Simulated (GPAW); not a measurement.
A run of GPAW 26.7.0:

run.py

```python
from ase import Atoms
from ase.filters import FrechetCellFilter
from ase.io import write
from ase.optimize import BFGS
from gpaw import GPAW, PW, setup_paths

setup_paths.insert(0, '.')

atoms = Atoms(['Cu', 'Cu', 'Cu', 'Cu'],
              cell=[[2.5307640267, 0.0, 0.0],
                    [-1.2653820134, 2.1917059381, 0.0],
                    [0.0, 0.0, 8.26181508]],
              scaled_positions=[[0.6666666667, 0.3333333333, 0.75],
                                [0.0, 0.0, 0.5],
                                [0.3333333333, 0.6666666667, 0.25],
                                [0.0, 0.0, 0.0]],
              pbc=True)

calc = GPAW(mode=PW(600),
            xc='PBEsol',
            kpts={'size': (8, 8, 2), 'gamma': True},
            occupations={'name': 'fermi-dirac', 'width': 0.05},
            nbands=42,
            convergence={'density': 1e-05, 'forces': 0.0001},
            maxiter=150,
            txt='gpaw.txt')
atoms.calc = calc
opt = BFGS(FrechetCellFilter(atoms), trajectory='relax.traj', logfile='-')
done = opt.run(fmax=0.02, steps=60)
calc.write('gs.gpw')
write('result.traj', atoms)
print('Converged:', done)
print('Cell:', atoms.cell.cellpar().round(4))
print('Volume:', round(atoms.get_volume(), 4))
print(atoms.get_scaled_positions().round(5))
```

Potentials or basis: PAW data sets generated in the run's folder for this functional, pw.

The run is started by

```sh
$ gpaw-setup -f PBEsol Cu
$ OMP_NUM_THREADS=1 python run.py
```

Hardware: 1 thread of Intel(R) Xeon(R) Platinum 8488C (Sapphire Rapids), on a shared host.

Problem. How long does it take, and how much memory?

Solution. Wall time 2.4 min on 1 thread of Intel(R) Xeon(R) Platinum 8488C (Sapphire Rapids) (shared host), peak memory 0.31 GiB. Counts: scf iterations 75, plane waves 1544, bands 42, k points 20, ion steps 7.
